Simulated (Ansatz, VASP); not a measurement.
# Te: VASP beside Ansatz

```xyz
1
Lattice="3.1083 0.0000 0.0000 0.0000 3.1083 0.0000 0.0000 0.0000 3.1083" Properties=species:S:1:pos:R:3 pbc="T T T"
Te    0.0000    0.0000    0.0000
```

Alike in both runs: task single point; functional PBEsol; k mesh 11 × 11 × 11; occupations fermi-dirac, width 0.1 eV; no spin polarisation.

```csv
,VASP,Ansatz
version,VASP 6.6.1,Ansatz 0.2.0
potentials or method,"VASP PAW PBE potentials, release 64 (Te)","plane waves (420 eV) with PAW, scalar-relativistic"
plane-wave cutoff (eV),520,420
valence electrons in the cell,6,16
```

|  | VASP | Ansatz | Ansatz less VASP |
| --- | --- | --- | --- |
| pressure (GPa) | 2.7 | 2.6 | -0.07 |

The two sets of potentials don't hold the same shells in valence. Ansatz warned: «pseudo_functional_mismatch».

Caveats: the PAW data sets were made with another functional, which shifts forces and pressure a little (VASP). The runs have no spin-orbit coupling, so splittings on Te are missing.
